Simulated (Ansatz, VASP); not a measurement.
# Nb (Nb wire along [100], 21 atoms a period) in two plane-wave programs

One calculation is typed for both programs; each brings its own data sets. How far apart do they land? The structure shown is the start of the Ansatz relaxation below; VASP solves that cell, so the two are compared at the walk's first step.

Main program and level: Ansatz 0.2.0; plane waves, with VASP 6.6.1 beside it; single point at PBE.

## 1. The starting structure

The cell holds 21 atoms: 21 Nb. Its edges and angles: a = 16.730 Å, b = 16.730 Å, c = 3.310 Å, α = 90.0°, β = 90.0°, γ = 90.0°. Vacuum lies along a and b. The structure's axis is c.

## 2. Ansatz: relaxation, PBE

Ansatz runs on its PAW soft_1 files.

The two programs are compared at the cell with which this relaxation starts, whose forces are those of its first step.

input.yaml reads:

```yaml
crystal:
  lattice:
    - [16.73, 0.0, 0.0]
    - [0.0, 16.73, 0.0]
    - [0.0, 0.0, 3.31]
  atoms:
    - { symbol: Nb, position: [0.302151823, 0.302151823, 0.0] }
    - { symbol: Nb, position: [0.302151823, 0.5, 0.0] }
    - { symbol: Nb, position: [0.302151823, 0.697848177, 0.0] }
    - { symbol: Nb, position: [0.5, 0.302151823, 0.0] }
    - { symbol: Nb, position: [0.5, 0.5, 0.0] }
    - { symbol: Nb, position: [0.5, 0.697848177, 0.0] }
    - { symbol: Nb, position: [0.697848177, 0.302151823, 0.0] }
    - { symbol: Nb, position: [0.697848177, 0.5, 0.0] }
    - { symbol: Nb, position: [0.697848177, 0.697848177, 0.0] }
    - { symbol: Nb, position: [0.203227735, 0.401075912, 0.5] }
    - { symbol: Nb, position: [0.203227735, 0.598924088, 0.5] }
    - { symbol: Nb, position: [0.401075912, 0.203227735, 0.5] }
    - { symbol: Nb, position: [0.401075912, 0.401075912, 0.5] }
    - { symbol: Nb, position: [0.401075912, 0.598924088, 0.5] }
    - { symbol: Nb, position: [0.401075912, 0.796772265, 0.5] }
    - { symbol: Nb, position: [0.598924088, 0.203227735, 0.5] }
    - { symbol: Nb, position: [0.598924088, 0.401075912, 0.5] }
    - { symbol: Nb, position: [0.598924088, 0.598924088, 0.5] }
    - { symbol: Nb, position: [0.598924088, 0.796772265, 0.5] }
    - { symbol: Nb, position: [0.796772265, 0.401075912, 0.5] }
    - { symbol: Nb, position: [0.796772265, 0.598924088, 0.5] }
kpoints:
  mp_grid: { grid: [1, 1, 25] }
scf:
  occupations: { method: fermi_dirac, width: 0.05 }
hamiltonian:
  xc: pbe
  pseudopotentials: { kind: paw, azcp: { folder: soft_1 } }
relax:
  cell: { fix: [a, b, alpha, beta, gamma] }
  max_steps: 45
  f_tol: 0.03
```

Started as:

```console
> ansatz run input.yaml --threads 4 --pin off --max-ram 16384MiB --backend cpu --events-out ev --progress --plain --runs-dir out
```

Numbers of over 12 decimals in the logs are rounded to 6 here.

What it wrote:

```text
Engine: ansatz 0.2.0, aarch64-unknown-linux-gnu
Pseudopotentials: kind: paw
Pseudopotential: Nb, paw, valence charge 13, recommended cutoff 420 eV (normal), soft_1/Nb.paw.azcp
Functional definition: PBE
  parameter kappa = 0.804
  parameter beta = 0.066725
  exchange = pbe_x(kappa = kappa, mu = beta*pi^2/3)
  correlation = pbe_c(beta = beta)
Crystal: 21 atoms, lattice volume = 926.445 Å³
Basis set: ecut = 420 eV, 18171 PW (Γ), exchange–correlation on 240×240×48 points (8 copies of the dense FFT grid, shifted against one another)
Bands: 164, of which v1, the nominal top of the filled ones, is band 137 counted from 1 (136 counted from 0)
Symmetry: 16 space group operations
Space group: P4/mmm (ITA 123), of the structure as read, at distance tolerance 9.7e-5 Å
k-points: 13 of 25
Non-local potential: Nb, projectors of the file, l = 0: 3, l = 1: 2, l = 2: 2, l = 3: 1
PAW form: soft (Blöchl's): semilocal exchange-correlation on the pseudo side does not see the compensation charge
PAW one-centre angular grid: Nb, 590 points (default); XC on 64 Gauss nodes
Initial density: superposition of atomic densities (neutral atoms: chi_scale 0, normalization atom)
Initial wavefunctions: pseudopotential atomic-orbital guess
Functional: x = pbe(κ = 0.804, μ = 0.219515), c = pbe(β = 0.066725)
SCF iter   1: F=—  HF=-95607.863168 eV  |F-HF|=—  |Δ(HF+E_count)|=         —  Δρ=6.57e-2  dr2=3.71e2  ethr=3.10e-3  ⟨swp⟩=10.8  Hψ=10379  notcnv=0  defer=8
preconditioner: auto → LDOS  [metal: Δε(μ)=0.008 eV  Ē_g=3.683 eV  σ=0.050 eV  W_gap=0.04  n_scr=166 (ndim 8)  ℏωp=12.5 eV  f_vac=0.437  D(μ)=22.87/eV (n_scr^D=138)  β→1.0]
SCF iter   2: F=—  HF=-95608.735583 eV  |F-HF|=—  |Δ(HF+E_count)|=   8.72e-1  Δρ=8.55e-2  dr2=9.21e2  ethr=3.10e-3  ⟨swp⟩=6.2  Hψ=8110  notcnv=1  defer=64  recentre
SCF iter   3: F=—  HF=-95583.258810 eV  |F-HF|=—  |Δ(HF+E_count)|=    2.55e1  Δρ=2.94e-2  dr2=9.38e1  ethr=3.10e-3  ⟨swp⟩=6.2  Hψ=6765  notcnv=0  defer=19
SCF iter   4: F=—  HF=-95578.747141 eV  |F-HF|=—  |Δ(HF+E_count)|=    4.51e0  Δρ=5.47e-3  dr2=5.05e-1  ethr=3.10e-3  ⟨swp⟩=3.5  Hψ=3676  notcnv=0  defer=61
SCF iter   5: F=—  HF=-95578.713976 eV  |F-HF|=—  |Δ(HF+E_count)|=   3.32e-2  Δρ=2.54e-3  dr2=4.58e-1  ethr=1.85e-4  ⟨swp⟩=3.9  Hψ=4017  notcnv=0  defer=60
SCF iter   6: F=—  HF=-95578.714625 eV  |F-HF|=—  |Δ(HF+E_count)|=   6.49e-4  Δρ=1.49e-3  dr2=1.56e-1  ethr=1.68e-4  ⟨swp⟩=2.0  Hψ=2297  notcnv=0  defer=59
SCF iter   7: F=—  HF=-95578.712432 eV  |F-HF|=—  |Δ(HF+E_count)|=   2.19e-3  Δρ=4.36e-4  dr2=9.18e-3  ethr=5.71e-5  ⟨swp⟩=1.5  Hψ=2159  notcnv=0  defer=59
SCF iter   8: F=—  HF=-95578.712974 eV  |F-HF|=—  |Δ(HF+E_count)|=   5.42e-4  Δρ=1.46e-4  dr2=5.12e-4  ethr=3.36e-6  ⟨swp⟩=2.2  Hψ=2777  notcnv=0  defer=59
SCF iter   9: F=—  HF=-95578.713044 eV  |F-HF|=—  |Δ(HF+E_count)|=   7.07e-5  Δρ=4.40e-5  dr2=1.03e-4  ethr=1.87e-7  ⟨swp⟩=2.2  Hψ=2789  notcnv=0  defer=59
SCF iter  10: F=—  HF=-95578.713046 eV  |F-HF|=—  |Δ(HF+E_count)|=   1.57e-6  Δρ=1.38e-5  dr2=5.90e-6  ethr=3.76e-8  ⟨swp⟩=2.1  Hψ=2374  notcnv=0  defer=59
SCF iter  11: F=—  HF=-95578.712995 eV  |F-HF|=—  |Δ(HF+E_count)|=   5.13e-5  Δρ=5.55e-6  dr2=7.19e-7  ethr=2.16e-9  ⟨swp⟩=2.3  Hψ=3060  notcnv=0  defer=59
SCF iter  12: F=—  HF=-95578.712995 eV  |F-HF|=—  |Δ(HF+E_count)|=   1.62e-7  Δρ=2.68e-6  dr2=1.40e-7  ethr=3.66e-11  ⟨swp⟩=6.1  Hψ=8138  notcnv=0
SCF iter  13: F=-95578.712995 eV  HF=-95578.712995 eV  |F-HF|=6.01e-9  |Δ(HF+E_count)|=   2.58e-8  Δρ=1.08e-6  dr2=2.28e-8  ethr=3.66e-11  ⟨swp⟩=5.0  Hψ=6290  notcnv=0
SCF 1 converged in 13 iterations: F = -95578.712995 eV  dr2 = 2.28e-8
  greatest PAW one-centre occupation: 0.998 electrons in one spin orbital (limit 2), on the Nb atom at site 16 (counted from 0), in its partial waves of l = 0
relax step   1: F+E_penalty+E_count = -95578.71299477 eV  Δ(F+E_penalty+E_count) = +0.000e0 eV  max|allowed force component| = 1.494e0 eV/Å  Δτ_max = 0.0000 Å  P = -4.702 GPa  Ω = 926.445 Å³  fix = [a, b, alpha, beta, gamma]  reactions: a -4.354, b -4.354 GPa  (13 SCF iters, dr2 threshold 1.00e-7 eV, accepted)
[...]
relax step   5: F+E_penalty+E_count = -95580.47220333 eV  Δ(F+E_penalty+E_count) = -1.615e-2 eV  max|allowed force component| = 3.648e-2 eV/Å  Δτ_max = 0.0332 Å  P = -0.024 GPa  Ω = 900.108 Å³  energy of the carried Pulay correction = +1.434e-3 eV  fix = [a, b, alpha, beta, gamma]  reactions: a -0.024, b -0.024 GPa  (8 SCF iters, dr2 threshold 4.55e-7 eV, accepted)
[...]
relax step   6: F+E_penalty+E_count = -95580.47376225 eV  Δ(F+E_penalty+E_count) = -1.559e-3 eV  max|allowed force component| = 8.082e-3 eV/Å  Δτ_max = 0.0073 Å  P = -0.029 GPa  Ω = 899.569 Å³  energy of the carried Pulay correction = +1.464e-3 eV  fix = [a, b, alpha, beta, gamma]  reactions: a -0.041, b -0.041 GPa  (7 SCF iters, dr2 threshold 8.32e-8 eV, accepted)
[...]
relax step   7: F+E_penalty+E_count = -95580.47235463 eV  Δ(F+E_penalty+E_count) = +1.408e-3 eV  max|allowed force component| = 8.069e-3 eV/Å  Δτ_max = 0.0000 Å  P = -0.028 GPa  Ω = 899.569 Å³  fix = [a, b, alpha, beta, gamma]  reactions: a -0.040, b -0.040 GPa  stress off target by 4.90e-3 GPa on what of the cell is left free  SCF on the basis re-selected at this cell (its energy is not comparable with the rows above)  (6 SCF iters)
basis re-selected at this cell: Δ(F+E_penalty+E_count) = +1.408e-3 eV, ΔP = +0.000 GPa vs the last step (what re-selecting the basis moved, of the pressure what is left beyond the Pulay correction that the steps carried, after the strain that the cell walked since its last selection, with what the two solves' SCF thresholds leave and, on support functions, any second-order correction that the steps lacked; it is no m [...]
SCF converged after 6 iterations
Free energy (F): -95580.472355 eV
Harris-Foulkes:  -95580.472355 eV  (|F-HF|=2.91e-11)
Internal energy: -95580.193809 eV  (E = F + TS)
E sigma→0 (E₀):  -95580.333082 eV
Entropy (-TS):   -0.278546 eV (-13.264 meV/atom)
Fermi energy:    5.468918 eV
--- Per-component energies (eV) ---
  E_band       = -4821.551032
  E_kinetic    = 7832.071388
  E_local      = -132115.194967  (includes V_loc(G=0)·N_el)
  E_nonlocal   = 2016.735428
  E_hartree    = 62060.516981
  E_xc         = -3465.465803
  E_vxc        = -4193.458575  (∫ρ·V_xc dr)
  E_paw        = -64732.897569  (= ΣΔE_a)
  E_vpaw       = -2482.738117  (= ΣTr[D̂ρ^β])
  E_aug_tail   = 0.000929  (compensation charges beyond the density's cutoff)
  E_ewald      = 32824.039805
  E_smearing   = -0.278546  (= −TS)
  E_closure    = -0.000000  (closes the sum)
  Σ components = -95580.472355   (vs F -95580.472355, Δ=0.00e0)
--- Forces (eV/Å), atoms counted from 1 ---
  atom   1  Nb     0.00229666     0.00229666     0.00000000
  atom   2  Nb    -0.00806854     0.00000000     0.00000000
  atom   3  Nb     0.00229666    -0.00229666     0.00000000
  atom   4  Nb    -0.00000000    -0.00806854     0.00000000
  atom   5  Nb    -0.00000000     0.00000000     0.00000000
  atom   6  Nb    -0.00000000     0.00806854     0.00000000
  atom   7  Nb    -0.00229666     0.00229666     0.00000000
  atom   8  Nb     0.00806854     0.00000000     0.00000000
  atom   9  Nb    -0.00229666    -0.00229666     0.00000000
  atom  10  Nb     0.00103838    -0.00078877     0.00000000
  atom  11  Nb     0.00103838     0.00078877     0.00000000
  atom  12  Nb    -0.00078877     0.00103838     0.00000000
  atom  13  Nb    -0.00315444    -0.00315444     0.00000000
  atom  14  Nb    -0.00315444     0.00315444     0.00000000
  atom  15  Nb    -0.00078877    -0.00103838     0.00000000
  atom  16  Nb     0.00078877     0.00103838     0.00000000
  atom  17  Nb     0.00315444    -0.00315444     0.00000000
  atom  18  Nb     0.00315444     0.00315444     0.00000000
  atom  19  Nb     0.00078877    -0.00103838     0.00000000
  atom  20  Nb    -0.00103838    -0.00078877     0.00000000
  atom  21  Nb    -0.00103838     0.00078877     0.00000000
  max |Σ_I F_I| component: 3.36e-18 eV/Å
--- Stress (GPa, compression-positive) ---
       -0.040264       0.000000       0.000000
        0.000000      -0.040264       0.000000
        0.000000       0.000000      -0.004904
  P = ⅓ Tr σ = -0.0285 GPa (-0.285 kbar)
--- Relaxed structure (6 steps of the walk, 6 accepted, 1 SCFs on fresh bases) ---
  F+E_penalty+E_count = -95580.47235463 eV   max|allowed force component| = 8.069e-3 eV/Å   (the final SCF, on the basis selected at the relaxed cell)
  cell:  # Å, volume = 899.5693 Å³
    - [16.73, 0.0, 0.0]
    - [0.0, 16.73, 0.0]
    - [0.0, 0.0, 3.213977]
  atoms:
    - { symbol: Nb, position: [0.301915, 0.301915, 0.0] }
    - { symbol: Nb, position: [0.302276, 0.5, 0.0] }
    - { symbol: Nb, position: [0.301915, 0.698085, 0.0] }
    - { symbol: Nb, position: [0.5, 0.302276, 0.0] }
    - { symbol: Nb, position: [0.5, 0.5, 0.0] }
    - { symbol: Nb, position: [0.5, 0.697724, 0.0] }
    - { symbol: Nb, position: [0.698085, 0.301915, 0.0] }
    - { symbol: Nb, position: [0.697724, 0.5, 0.0] }
    - { symbol: Nb, position: [0.698085, 0.698085, 0.0] }
    - { symbol: Nb, position: [0.214995, 0.400204, 0.500000] }
    - { symbol: Nb, position: [0.214995, 0.599796, 0.500000] }
    - { symbol: Nb, position: [0.400204, 0.214995, 0.500000] }
    - { symbol: Nb, position: [0.401319, 0.401319, 0.500000] }
    - { symbol: Nb, position: [0.401319, 0.598681, 0.500000] }
    - { symbol: Nb, position: [0.400204, 0.785005, 0.500000] }
    - { symbol: Nb, position: [0.599796, 0.214995, 0.500000] }
    - { symbol: Nb, position: [0.598681, 0.401319, 0.500000] }
    - { symbol: Nb, position: [0.598681, 0.598681, 0.500000] }
    - { symbol: Nb, position: [0.599796, 0.785005, 0.500000] }
    - { symbol: Nb, position: [0.785005, 0.400204, 0.500000] }
    - { symbol: Nb, position: [0.785005, 0.599796, 0.500000] }
```

[end of part 1 of 2]

[Lines on the potential files, build, host, timing and source positions are cut from VASP's logs without a mark.]

[Logs are printed without paths, hosts, clocks, repeated set-up lines and the standing remarks that a program may print on its own settings, such as how far it seeks lower states.]

[Hosts, paths, dates, database ids (printed as entryN), source tags and the programs' standing remarks are cut or masked in the printed files.]
